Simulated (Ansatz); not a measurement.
**Fe in Ansatz: the effect of functional**

Fe:

```
Fe
1.0
    -1.41354    1.41354    1.41354
     1.41354   -1.41354    1.41354
     1.41354    1.41354   -1.41354
Fe
1
Direct
  0.00000 0.00000 0.00000
```

The cell isn't the ideal one: volume scaled by 0.94.

Alike in all runs:

| Quantity | Value |
| --- | --- |
| Program | Ansatz 0.2.0 |
| Task | single point |
| Potentials or basis | Ansatz PAW |
| k mesh | 13 × 13 × 13 |
| Occupations | fermi-dirac, width 0.05 eV |
| Spin | collinear spin, ferromagnetic start |
| Starting moments | [3.0] μB |

```csv
functional,cutoff,pressure (GPa),moment (μB)
LDA,420 eV (not typed: the program's choice for these potentials),-17.6,2.09
r2SCAN,500 eV (not typed: the program's choice for these potentials),9.1,2.64
PBE,420 eV (not typed: the program's choice for these potentials),?,?
```

Question: What does the run with functional PBE give?

Answer: Pressure 0.2 GPa; moment 2.12 μB.

Caveats: the PAW data sets come from PBE, with cores solved anew for the run's functional, which leaves a small shift of forces and pressure (some runs); the magnetic or orbital state may not be the lowest (some runs).
